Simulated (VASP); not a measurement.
## HfO2: single point with PBE

HfO2:

```
CELL_PARAMETERS angstrom
0.00000 2.55750 2.55750
2.55750 0.00000 2.55750
2.55750 2.55750 0.00000
ATOMIC_POSITIONS crystal
Hf 0.00433 0.03654 0.94632
O 0.73785 0.76810 0.75394
O 0.26189 0.21432 0.23236
```

The cell isn't the ideal one: grid = ENCUT=900 k=11x11x11 ISMEAR=0 SIGMA=0.05 PREC=Accurate EDIFF=1e-08 LREAL=False ADDGRID=False LASPH=True; atoms moved at random, drawn with an rms of 0.1 Å.

```json
{
 "Program": "VASP 6.6.1",
 "Task": "single point",
 "Functional": "PBE",
 "Potentials or basis": "VASP PAW PBE potentials, release 64 (Hf_pv, O)",
 "Cutoff": "900 eV",
 "k mesh": "11 × 11 × 11",
 "Occupations": "gaussian, width 0.05 eV",
 "Spin": "no spin polarisation"
}
```

| Item | Value |
| --- | --- |
| Pressure | -1.9 GPa |
| Largest force | 1.725 eV/Å |
| Band gap on the k mesh | 3.65 eV, indirect (least direct gap 3.72 eV) |

Forces in eV/Å, atoms in the order of the input:
```
Hf   0.162  0.112 -0.265
O   -1.635 -0.106 -0.540
O    1.473 -0.006  0.805
```

Stress tensor (GPa, compression positive):
```
 0.02  2.21 -0.43
 2.21 -3.08  3.28
-0.43  3.28 -2.54
```

Levels at points of the mesh, in eV from the valence-band top:
| k point | band 9 | band 10 | band 11 | band 12 | band 13 | band 14 |
| --- | --- | --- | --- | --- | --- | --- |
| (0.00, 0.00, 0.00) | -0.99 | -0.96 | -0.64 | 3.76 | 4.13 | 5.30 |

It took 28 min on 1 thread of AMD EPYC 7R43 64-Core Processor (Zen 3), with other jobs on the host, peak memory 0.78 GiB.

Caveat: spin-orbit coupling is left out, which moves the levels of the heavy elements; an odd mesh through Γ misses points on the zone boundary, where band edges often lie.
